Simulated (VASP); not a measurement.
**Si: relaxation of cell and atoms with PBEsol0**

Crystal: Si.

```
Si
1.0
     2.62054    0.00000    0.00000
    -1.31027    2.26946    0.00000
     0.00000    0.00000    2.46635
Si
1
Direct
  0.00000 0.00000 0.00000
```

This isn't the form of Si at room conditions, which is diamond.

```json
{
  "Program": "VASP 6.6.1",
  "Task": "relaxation of cell and atoms",
  "Functional": "PBEsol0",
  "Potentials or basis": "VASP PAW PBE potentials, release 64 (Si)",
  "Cutoff": "600 eV",
  "k mesh": "6 × 6 × 6",
  "Occupations": "fermi-dirac, width 0.05 eV",
  "Spin": "no spin polarisation",
  "Grid for exact exchange (PRECFOCK)": "Fast",
  "Exchange at q = 0": "default",
  "Further INCAR settings": "ALGO = Normal; EDIFF = 1e-07; IBRION = 2; EDIFFG = -0.01; NSW = 40; ISIF = 3"
}
```

| Quantity | Value |
| --- | --- |
| Relaxed volume | 14.73 Å³/atom |
| Relaxed cell | a = 2.611 Å, b = 2.611 Å, c = 2.496 Å, α = 90.00°, β = 90.00°, γ = 120.00° |
| Space group after relaxing (to 0.05 Å) | P6/mmm (No. 191) |
| Energy gained by relaxing | 4.1 meV/atom |
| Ionic steps | 3 |
| Pressure after relaxing | 0.0 GPa |
| Band gap on the k mesh | none (metal or under the smearing width) |

Stress tensor (GPa, compression positive):
```
 0.02  0.00  0.00
 0.00  0.02  0.00
 0.00  0.00 -0.08
```

The path:
```tsv
step	energy change (eV)	largest force (eV/Å)	pressure (GPa)	volume (Å³)
1	0.0000	0.0000	0.81	14.67
2	0.0041	0.0000	-0.82	14.82
3	-0.0041	0.0000	-0.01	14.73
```

Final structure:
```cif
data_structure
_symmetry_space_group_name_H-M 'P 1'
_symmetry_Int_Tables_number 1
_cell_length_a 2.6108
_cell_length_b 2.6108
_cell_length_c 2.4955
_cell_angle_alpha 90.000
_cell_angle_beta 90.000
_cell_angle_gamma 120.000
_cell_volume 14.73
loop_
_atom_site_label
_atom_site_type_symbol
_atom_site_fract_x
_atom_site_fract_y
_atom_site_fract_z
_atom_site_occupancy
Si1 Si 0.00000 0.00000 0.00000 1
```

Levels at points of the mesh, in eV from the Fermi level:
```tsv
k point	band 1	band 2	band 3	band 4	band 5	band 6
(0.00, 0.00, 0.00)	-17.10	7.84	8.04	11.41	11.41	13.24
(0.50, 0.00, 0.00)	-9.72	-8.87	5.64	6.99	13.33	15.60
(0.00, 0.00, 0.50)	-11.82	-9.44	15.09	15.09	16.03	16.03
(0.50, 0.00, 0.50)	-4.71	-3.54	-3.24	1.40	9.51	13.18
```

It took 100 s on 1 thread of Intel(R) Xeon(R) Platinum 8375C CPU @ 2.90GHz (Ice Lake), with other jobs on the host, peak memory 0.13 GiB.

Caveat: the k mesh is coarse (spacing up to 0.46 Å⁻¹), so the values aren't converged, least of all with exact exchange; the PAW data sets were made with another functional, which shifts forces and pressure a little.
